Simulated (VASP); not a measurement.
Input of a VASP 6.6.1 run:

Contents of POSCAR:

```
TiN
1.0
    0.0000000000      2.1200000000      2.1200000000
    2.1200000000      0.0000000000      2.1200000000
    2.1200000000      2.1200000000      0.0000000000
Ti N
1 1
Direct
    0.0000000000      0.0000000000      0.0000000000
    0.5000000000      0.5000000000      0.5000000000
```

File INCAR.step1:

```
SYSTEM = TiN
ALGO = Normal ; EDIFF = 1E-8
EDIFFG = -0.002 ; ENCUT = 600
GGA = PE ; IBRION = 2
ISIF = 3 ; ISMEAR = 1
KPAR = 2 ; LASPH = .TRUE.
LCHARG = .FALSE. ; LREAL = .FALSE.
LWAVE = .FALSE. ; NELM = 100
NSW = 40 ; PREC = Accurate
SIGMA = 0.15
```

File INCAR.step2:

```
SYSTEM = TiN
ALGO = Normal ; EDIFF = 1E-8
ENCUT = 600 ; GGA = PE
IBRION = 6 ; ISIF = 3
ISMEAR = 1 ; KPAR = 2
LASPH = .TRUE. ; LCHARG = .FALSE.
LREAL = .FALSE. ; LWAVE = .FALSE.
NELM = 100 ; NFREE = 2
NSW = 1 ; POTIM = 0.015
PREC = Accurate ; SIGMA = 0.15
```

KPOINTS

```
k-points
0
G
  16 16 16
  0 0 0
```

Potentials or basis: VASP PAW PBE potentials, release 64 (Ti_sv, N).

Launch:

```sh
$ cat potpaw_PBE.64/Ti_sv/POTCAR potpaw_PBE.64/N/POTCAR > POTCAR
$ cp INCAR.step1 INCAR
$ mpirun -np 2 vasp_std > vasp.out
$ cp CONTCAR POSCAR
$ cp INCAR.step2 INCAR
$ mpirun -np 2 vasp_std > vasp.out
```

(1) What does it give for the elastic constants C11, C12, C44?

(2) What does it give for the Voigt bulk modulus?

(3) Estimate the highest phonon frequency at Γ, LO-TO splitting left out.

(4) What does it give for the relaxed cell?

## Answers

(1) 562, 134, 166 GPa.

(2) 276 GPa.

(3) 506 cm⁻¹.

(4) a = 3.004 Å, b = 3.004 Å, c = 3.004 Å, α = 60.00°, β = 60.00°, γ = 60.00°.
